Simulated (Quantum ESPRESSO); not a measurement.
PbO2: equation of state with LDA

The system is PbO2.

```
Pb O
1.0
     0.00000    2.70199    2.70199
     2.70199    0.00000    2.70199
     2.70199    2.70199    0.00000
Pb O
1 2
Cartesian
  0.0000 0.0000 0.0000
  4.0530 4.0530 4.0530
  1.3510 1.3510 1.3510
```

The cell comes from a database or a generator and needn't be the stable form of this composition.

| Property | Result |
| --- | --- |
| Program | Quantum ESPRESSO 7.5 |
| Task | equation of state |
| Functional | LDA |
| Potentials or basis | GBRV 1.5 LDA |
| Cutoff | 612 eV |
| Density cutoff | 4898 eV |
| k mesh | 9 × 9 × 9 |
| Occupations | fermi-dirac, width 0.05 eV |
| Spin | no spin polarisation |

```yaml
Equilibrium_volume: "12.24 Å³/atom (rough: see the caveat)"
Bulk_modulus: 171 GPa (rough)
```

Energy against volume, from the lowest point:
```
volume (Å³/atom)  energy (meV/atom)
          12.362               0.00
          12.625               5.34
          12.888              15.64
          13.151              30.36
          13.414              48.93
          13.677              70.89
          13.940              95.79
```

All runs of the series together: 70 s on 2 threads of Intel(R) Xeon(R) Platinum 8375C CPU @ 2.90GHz (Ice Lake) (shared host).

Caveat: the minimum lies outside the volumes run. The run has no spin-orbit coupling, so splittings on Pb are missing.
